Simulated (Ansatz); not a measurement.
# C: a line through an energy map

How does the energy of C (R-3m, No. 166; 10 atoms in the cell) vary with normal strain along x, at normal strain along y = 7.0 %?

A COD entry behind a cell of this session may itself be a prediction, so a difference from it is no test against experiment.

Computed with Ansatz 0.2.0 (DFT PBE, scalar-relativistic, plane waves, PAW, unless a step's input says otherwise).

2 further runs of the same task are left out: 1 that didn't finish, 1 set aside as unsound or not needed.

## 1. The starting structure

The structure is trigonal, space group R-3m (No. 166). The conventional cell has a = 2.520 Å, b = 2.520 Å, c = 31.101 Å, α = 90.00°, β = 90.00°, γ = 120.00°. Around C (site symmetry 3m) lie 4 C at 1.54 Å. C (site symmetry 3m) has 4 C at 1.54 to 1.55 Å as nearest neighbours. C (site symmetry 3m) is surrounded by 4 C at 1.54 to 1.57 Å.

Coordinates:

```
CELL_PARAMETERS angstrom
1.25978 0.72734 10.36701
-1.25978 0.72734 10.36701
0.00000 -1.45467 10.36701
ATOMIC_POSITIONS crystal
C 0.02483 0.02483 0.02483
C 0.97517 0.97517 0.97517
C 0.10868 0.10868 0.10868
C 0.89132 0.89132 0.89132
C 0.15837 0.15837 0.15837
C 0.84163 0.84163 0.84163
C 0.37486 0.37486 0.37486
C 0.62514 0.62514 0.62514
C 0.42532 0.42532 0.42532
C 0.57468 0.57468 0.57468
```

This cell was relaxed beforehand with the same method: volume 5.70 Å³/atom, gap on the mesh 4.49 eV.

## 2. The scan

The energy is mapped over two homogeneous strains (x along [1 0 0], y along [1 2 0], z along [0 0 1] of the conventional cell).

- normal strain along x: 5 values from −7.0 to 7.0 %
- normal strain along y: 5 values from −7.0 to 7.0 %

Nothing else is relaxed (fractional coordinates fixed). Energies count from the relaxed crystal. Points are written as (first, second).

## 3. Grid point (−7.0 %, 7.0 %)

File input.yaml:

```yaml
crystal:
  lattice:
    - [1.1715996129, 0.7782505231, 10.3670139469]
    - [-1.1715996129, 0.7782505231, 10.3670139469]
    - [0.0, -1.5565010463, 10.3670139469]
  atoms:
    - { symbol: C, position: [0.0248257, 0.0248257, 0.0248257] }
    - { symbol: C, position: [0.9751743, 0.9751743, 0.9751743] }
    - { symbol: C, position: [0.108681065, 0.108681065, 0.108681065] }
    - { symbol: C, position: [0.891318935, 0.891318935, 0.891318935] }
    - { symbol: C, position: [0.1583663742, 0.1583663742, 0.1583663742] }
    - { symbol: C, position: [0.8416336258, 0.8416336258, 0.8416336258] }
    - { symbol: C, position: [0.3748589682, 0.3748589682, 0.3748589682] }
    - { symbol: C, position: [0.6251410318, 0.6251410318, 0.6251410318] }
    - { symbol: C, position: [0.4253192967, 0.4253192967, 0.4253192967] }
    - { symbol: C, position: [0.5746807033, 0.5746807033, 0.5746807033] }
basis:
  ecutwfc: 520.0
kpoints:
  mp_grid: { grid: [12, 12, 12] }
hamiltonian:
  xc: pbe
  pseudopotentials: { kind: paw, azcp: { folder: soft_1 } }
scf:
  occupations: { method: gaussian, width: 0.05 }
output:
  forces: true
  stress: true
  eigenvalues: true
```

On the command line:

```
$ ansatz run input.yaml --threads 2 --pin off --max-ram 4096MiB --backend cpu --events-out ev --progress --plain --runs-dir out
```

Further runs follow: the other points of the line.

Before running it: what results should come out? Wanted: for each run, normal strain along x; energy; slope; pressure; largest force on an atom.

**Answer**, as computed:

```
normal strain along x (%)  step  energy (meV/atom)  slope (meV/atom per %)  pressure (GPa)  band gap on the k-mesh (eV)  largest force on an atom (eV/Å)
                     −7.0     3                192                   −34.1             7.6                         2.40                            0.206
                     −3.5     4                109                   −14.3           −10.1                         2.99                            0.207
                      0.0     5                 88                     1.6           −24.1                         3.20                            0.207
                      3.5     6                116                    14.2           −35.0                         3.35                            0.157
                      7.0     7                184                    24.0           −43.3                         3.43                            0.160
```

Energies count from the relaxed crystal. Slopes come from the forces (and the stress, where the cell changes), not from differences of energies.

What this shows: The lowest point of the line is at 0.0 %, 88 meV/atom from the zero. A fit to energies and slopes at the lowest point and its two neighbours puts the minimum at −0.39 %, with a curvature of about 4.1 meV/atom per %². Divided by the reference volume, that is a stiffness of about 1200 GPa for this pattern of strain, with the ions clamped. The highest point computed, at −7.0 %, lies 104 meV/atom above the lowest. This is one cut through a surface in two coordinates; the map's lowest point lies off it. With the other coordinates free, the energies away from the reference would be the same or lower.

The gaps are Kohn-Sham values of a semilocal functional, not quasiparticle or optical gaps. Such gaps usually fall short of the measured ones.
